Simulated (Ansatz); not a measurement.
# SiNi: the cost of one run

Program: Ansatz 0.2.0. Level of theory: DFT PBE, PAW, plane waves, scalar-relativistic. These are calculated values, not measurements.

## 1. The starting structure

It takes space group P2_13 (No. 198, cubic). Conventional cell: a = 4.497 Å, b = 4.497 Å, c = 4.497 Å, α = 90.00°, β = 90.00°, γ = 90.00°. Ni (site symmetry 3) has 7 Si at 2.23 to 2.47 Å as nearest neighbours. Si (site symmetry 3) is surrounded by 7 Ni at 2.23 to 2.47 Å.

Structure file:

```cif
data_structure
_symmetry_space_group_name_H-M 'P 1'
_symmetry_Int_Tables_number 1
_cell_length_a 4.4968
_cell_length_b 4.4968
_cell_length_c 4.4968
_cell_angle_alpha 90.000
_cell_angle_beta 90.000
_cell_angle_gamma 90.000
_cell_volume 90.93
loop_
_atom_site_label
_atom_site_type_symbol
_atom_site_fract_x
_atom_site_fract_y
_atom_site_fract_z
_atom_site_occupancy
Ni1 Ni 0.14700 0.14700 0.14700 1
Ni2 Ni 0.35300 0.85300 0.64700 1
Ni3 Ni 0.64700 0.35300 0.85300 1
Ni4 Ni 0.85300 0.64700 0.35300 1
Si1 Si 0.86010 0.86010 0.86010 1
Si2 Si 0.63990 0.13990 0.36010 1
Si3 Si 0.36010 0.63990 0.13990 1
Si4 Si 0.13990 0.36010 0.63990 1
```

Atoms are counted from 1 in the order of input.yaml (Si8 and so on).

First come: parallel moments, plain SCF; opposed moments +--+, plain SCF; no spin polarisation; spin on, no moments given (the program may seed its own), plain SCF. What is tried next depends on their ends.

A plain SCF has the search for lower states switched off and ends at the first converged state. Ends within 0.2 meV/atom and 0.1 μB count as one state.

The total moment includes the space between the atomic spheres.

## 2. Parallel moments, plain SCF

Input file input.yaml:

```yaml
crystal:
  lattice:
    - [4.49678, 0.0, 0.0]
    - [0.0, 4.49678, 0.0]
    - [0.0, 0.0, 4.49678]
  atoms:
    - { symbol: Ni, position: [0.147, 0.147, 0.147], spin: 2.0 }
    - { symbol: Ni, position: [0.353, 0.853, 0.647], spin: 2.0 }
    - { symbol: Ni, position: [0.647, 0.353, 0.853], spin: 2.0 }
    - { symbol: Ni, position: [0.853, 0.647, 0.353], spin: 2.0 }
    - { symbol: Si, position: [0.8601, 0.8601, 0.8601] }
    - { symbol: Si, position: [0.6399, 0.1399, 0.3601] }
    - { symbol: Si, position: [0.3601, 0.6399, 0.1399] }
    - { symbol: Si, position: [0.1399, 0.3601, 0.6399] }
magnetization:
  spin_polarized: true
hamiltonian:
  xc: pbe
  pseudopotentials: { kind: paw }
basis:
  ecutwfc: 420
kpoints:
  mp_grid: { grid: [5, 5, 5] }
scf:
  occupations: { method: gaussian, width: 0.05 }
  lower_state_search: "off"
output:
  forces: true
  stress: true
```

Q: Estimate wall time and peak memory on 2 threads of an x86-64 CPU, shared host.

About 14 s, with a peak of 0.42 GiB.
